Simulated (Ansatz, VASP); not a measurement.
# Cross-check of Ni (Ni strained to the junction's net) between VASP and Ansatz, part 2 of 2

Wanted: the spread between two codes on one cell, functional and k mesh. The structure shown is the end of the Ansatz relaxation below.

VASP 6.6.1 and Ansatz 0.2.0.

So far: The starting structure; Ansatz: relaxation, PBE with D3(BJ); VASP: single point, PBE with D3(BJ).

### 3. VASP: single point, PBE with D3(BJ) (continued)

Level of this step: PBE with D3(BJ), spin-polarised from a ferromagnetic start; plane waves and PAW (Ni) (VASP).

Numbers of over 12 decimals in the logs are rounded to 6 here.

Parts of OUTCAR (step 3):

```text
ion  position               nearest neighbor table
   1  0.000  0.000  0.000-   2 2.46   3 2.46   3 2.46   2 2.46   3 2.46   2 2.46
   2  0.333  0.667  0.333-   1 2.46   1 2.46   1 2.46   3 2.46   3 2.46   3 2.46
   3  0.667  0.333  0.667-   1 2.46   1 2.46   1 2.46   2 2.46   2 2.46   2 2.46

  LATTYP: Found a hexagonal cell.
 ALAT       =     2.5100000000
 C/A-ratio  =     2.3743843084

 Subroutine GETGRP returns: Found 12 space group operations
 (whereof 12 operations were pure point group operations)

The static configuration has the point symmetry D_3d.

 Found    165 irreducible k-points:

   k-points           NKPTS =    165   k-points in BZ     NKDIM =    165   number of bands    NBANDS=     24

   dimension x,y,z NGX =    20 NGY =   20 NGZ =   48
   dimension x,y,z NGXF=    40 NGYF=   40 NGZF=   96

   ENCUT  =  600.0 eV  44.10 Ry    6.64 a.u.   5.01  5.01 11.90*2*pi/ulx,y,z

   NELECT =      30.0000    total number of electrons

 k-points in reciprocal lattice and weights: Automatic mesh
   0.00000000  0.00000000  0.00000000       0.001
   0.05555556  0.00000000  0.00000000       0.004
   0.11111111  0.00000000  0.00000000       0.004
   0.16666667  0.00000000  0.00000000       0.004
   0.22222222  0.00000000  0.00000000       0.004
   0.27777778  0.00000000  0.00000000       0.004
   0.33333333  0.00000000  0.00000000       0.004
   0.38888889  0.00000000  0.00000000       0.004
   0.44444444  0.00000000  0.00000000       0.004
[...]
-0.27777778 -0.38888889  0.40000000       0.007
   0.33333333  0.33333333  0.40000000       0.002

 average (electrostatic) potential at core
       1 -81.9534       2 -81.9534       3 -81.9534

 E-fermi :   9.4169

 spin component 1
 k-point     1 :       0.0000    0.0000    0.0000
  band No.  band energies     occupation
    ...
     14       8.1842      1.00000
     15       8.4753      0.99992
     16       8.4753      0.99992
     17       8.4753      0.99992
     18       8.4753      0.99992
     19      20.6555      0.00000
     20      20.6555      0.00000
     21      32.0861      0.00000
     22      32.0861      0.00000
     23      33.0939      0.00000
    ...

 k-point     2 :       0.0556    0.0000    0.0000
  band No.  band energies     occupation
    ...
     14       8.1885      1.00000
     15       8.3438      0.99998
     16       8.5196      0.99987
     17       8.5937      0.99973
     18       8.7439      0.99881
     19      20.7254      0.00000
     20      20.7275      0.00000
     21      30.5141      0.00000
     22      31.5362      0.00000
     23      32.0310      0.00000
    ...

 k-point     3 :       0.1111    0.0000    0.0000
  band No.  band energies     occupation
    ...
     14       8.2060      0.99999
     15       8.2061      0.99999
     16       8.6954      0.99926
     17       8.8059      0.99778
     18       9.1798      0.91456
     19      20.9324      0.00000
     20      20.9471      0.00000
     21      27.8526      0.00000
     22      30.3548      0.00000
     23      30.4987      0.00000
    ...

 k-point     4 :       0.1667    0.0000    0.0000
  band No.  band energies     occupation
    ...
     13       8.0487      1.00000
     14       8.0762      1.00000
     15       8.2493      0.99999
     16       8.7790      0.99831
     17       9.1894      0.90679
     18       9.6815      0.06624
     19      21.2740      0.00000
     20      21.3057      0.00000
     21      25.2085      0.00000
     22      28.7849      0.00000
    ...

 k-point     5 :       0.2222    0.0000    0.0000
  band No.  band energies     occupation
    ...
     12       7.8197      1.00000
     13       8.0044      1.00000
     14       8.0489      1.00000
     15       8.3327      0.99998
     16       8.8447      0.99674
     17       9.6092      0.12745
     18      10.2258      0.00031
     19      21.5621      0.00000
     20      21.7468      0.00000
     21      22.9438      0.00000
    ...

 k-point     6 :       0.2778    0.0000    0.0000
  band No.  band energies     occupation
    ...
     12       8.1175      1.00000
     13       8.1217      1.00000
     14       8.1949      1.00000
     15       8.4580      0.99993
     16       8.8945      0.99464
     17      10.0530      0.00172
     18      10.8292      0.00000
     19      19.9067      0.00000
     20      22.3287      0.00000
     21      22.9266      0.00000
    ...

 Edisp (eV)   -1.39379

  Total      -1.71539    -1.71539    -0.06837     0.00000     0.00000     0.00000
  in kB     -84.52217   -84.52217    -3.36872     0.00000     0.00000     0.00000
  external pressure =      -57.47 kB  Pullay stress =        0.00 kB

  energy-cutoff  :      600.00
  volume of cell :       32.52
      direct lattice vectors                 reciprocal lattice vectors
     2.510000000  0.000000000  0.000000000     0.398406375  0.230020028  0.000000000
    -1.255000000  2.173723763  0.000000000     0.000000000  0.460040055  0.000000000
     0.000000000  0.000000000  5.959704614     0.000000000  0.000000000  0.167793551

 POSITION                                       TOTAL-FORCE (eV/Angst)
 -----------------------------------------------------------------------------------
      0.00000      0.00000      0.00000        -0.000000      0.000000     -0.000000
     -0.00000      1.44915      1.98657         0.000000     -0.000000      0.000000
      1.25500      0.72457      3.97314        -0.000000      0.000000     -0.000000
 -----------------------------------------------------------------------------------
    total drift:                               -0.000000      0.000000      0.000000

  FREE ENERGIE OF THE ION-ELECTRON SYSTEM (eV)
  ---------------------------------------------------
  free  energy   TOTEN  =       -17.8702689085 eV

  energy  without entropy=      -17.7093718457  energy(sigma->0) =      -17.78982038

 total charge
# of ion       s       p       d       tot
------------------------------------------
    1        0.499   0.501   8.318   9.318
    2        0.499   0.501   8.318   9.318
    3        0.499   0.501   8.318   9.318
--------------------------------------------------
tot          1.498   1.503  24.954  27.955

 magnetization (x)
# of ion       s       p       d       tot
------------------------------------------
    1       -0.006  -0.024   0.650   0.620
    2       -0.006  -0.024   0.650   0.620
    3       -0.006  -0.024   0.650   0.620
--------------------------------------------------
tot         -0.019  -0.072   1.949   1.859

[... 6 further parts left out ...]
```

The magnetic state follows from one typed start and may not be the lowest.

### 4. Side by side

Known differences besides the potentials themselves: VASP starts from the moments at which Ansatz ended; the data sets hold 54 valence electrons in Ansatz (on its default PAW (the set named soft_2) files) and 30 in VASP; the cutoff is 420 eV in Ansatz and 600 eV in VASP; Ansatz's pressure holds a Pulay correction, VASP's none; site moments are counted in spheres of each program's own size. Total energies have different zeros and are not compared.

The two programs side by side:

```csv
quantity,Ansatz,VASP,difference
pressure (GPa),-5.50,-5.75,+0.24
total moment (μB),1.86,1.83,+0.04
moment on Ni1 (μB),0.66,0.62,+0.04
moment on Ni2 (μB),0.66,0.62,+0.04
moment on Ni3 (μB),0.66,0.62,+0.04
```

### 5. Summary of results

```
difference in total moment (single point, PBE with D3(BJ)) : 0.038 μB
```

In words: The difference in total moment is 0.038 μB (single point, PBE with D3(BJ)). The data sets hold unlike numbers of valence electrons (54 in Ansatz and 30 in VASP), so part of the differences comes from the potentials. How closely two codes agree says nothing of how well the functional describes the real material.

[Lines on the potential files, build, host, timing and source positions are cut from VASP's logs without a mark.]

[Logs are printed without paths, hosts, clocks, repeated set-up lines and the standing remarks that a program may print on its own settings, such as how far it seeks lower states.]

[Hosts, paths, dates, database ids (printed as entryN), source tags and the programs' standing remarks are cut or masked in the printed files.]
